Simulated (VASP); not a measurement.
Calculation: PBE GGA, VASP's PBE PAW potentials (set 64) (plane waves; VASP).

Input for VASP

### POSCAR
```
BaF2
3.10
  0.0000000000   1.0000000000   1.0000000000
  1.0000000000   0.0000000000   1.0000000000
  1.0000000000   1.0000000000   0.0000000000
Ba F
1 2
Cart
  0.0000000000   0.0000000000   0.0000000000
  0.5000000000   0.5000000000   0.5000000000
  1.5000000000   1.5000000000   1.5000000000
```

KPOINTS:
```
Regular mesh
0
G
  4 4 4
0 0 0
```

**INCAR**
```
# general
SYSTEM  = BaF2
PREC    = Normal
ENCUT   = 500   # plane-wave cut-off (eV)
LREAL   = .FALSE.   # projection in real space or not
LASPH   = .TRUE.   # aspherical one-centre terms
NBANDS  = 192

# electronic loop
EDIFF   = 1E-8   # SCF stop (eV)
NELM    = 1   # most electronic steps
ALGO    = Exact

# smearing
ISMEAR  = 0   # Gaussian
SIGMA   = 0.01   # width (eV)

# functional
GGA     = PE   # PBE

# output
LWAVE   = .TRUE.
LCHARG  = .FALSE.

# other
LOPTICS = .TRUE.
```

POTCAR, in this order: Ba_sv_GW F_GW_new (PBE.64 set). Program: vasp_std. Read from the step before: WAVECAR.

Output

**OSZICAR**
```
       N       E                     dE             d eps       ncg     rms          rms(c)
DIA:   1    -0.185954621851E+02   -0.18595E+02    0.00000E+00     0   0.000E+00
   1 F= -.18595462E+02 E0= -.18595462E+02  d E =-.260067E-45
 imaginary and real dielectric function
```

### OUTCAR
```
 val. band max:       -0.0276508269   @ k =  -0.2500   0.2500   0.0000

 cond. band min:       6.7926351551   @ k =   0.0000   0.0000   0.0000



 k-point     1 :       0.0000    0.0000    0.0000
  band No.  band energies     occupation
      1     -23.0111      2.00000
      2     -18.9493      2.00000
      3     -18.8864      2.00000
      4      -7.8468      2.00000
      5      -7.8468      2.00000
      6      -7.8468      2.00000
      7      -1.4996      2.00000
      8      -1.4989      2.00000
      9      -1.4989      2.00000
     10      -0.1228      2.00000
     11      -0.1219      2.00000
     12      -0.1219      2.00000
     13       6.7926      0.00000
     14       9.2396      0.00000
     15       9.2396      0.00000
     16      11.4319      0.00000
     17      11.4322      0.00000
     18      11.4322      0.00000
     19      12.5572      0.00000
     20      12.5572      0.00000
     21      12.5572      0.00000
     22      13.2328      0.00000
     23      13.2677      0.00000
     24      13.2677      0.00000
     25      13.2677      0.00000
     26      16.9746      0.00000
     27      16.9746      0.00000
     28      16.9747      0.00000
     29      20.1750      0.00000
     30      23.7731      0.00000
     31      23.7733      0.00000
     32      23.7733      0.00000
     33      24.2850      0.00000
     34      24.2850      0.00000
     35      26.0048      0.00000
     36      26.3476      0.00000
     37      26.3478      0.00000
     38      26.3478      0.00000
     39      30.2053      0.00000
     40      30.2053      0.00000
     41      30.2054      0.00000
     42      34.9398      0.00000
     43      34.9398      0.00000
     44      35.4395      0.00000
     45      35.4395      0.00000
     46      35.4395      0.00000
     47      37.3139      0.00000
     48      37.8045      0.00000
     49      37.8045      0.00000
     50      38.9351      0.00000
     51      38.9352      0.00000
     52      38.9352      0.00000
...
```

The density is held fixed in this step, so its total energy and stress have no physical meaning. Unless said otherwise, spin-orbit coupling is left out, though it shifts the bands of the heavy elements here.

The compound is BaF2 in the fluorite structure. The cell was not relaxed at this level. The k-mesh is coarse (spacing up to 0.44 per Å, 2π included), so the numbers may not be converged in it.
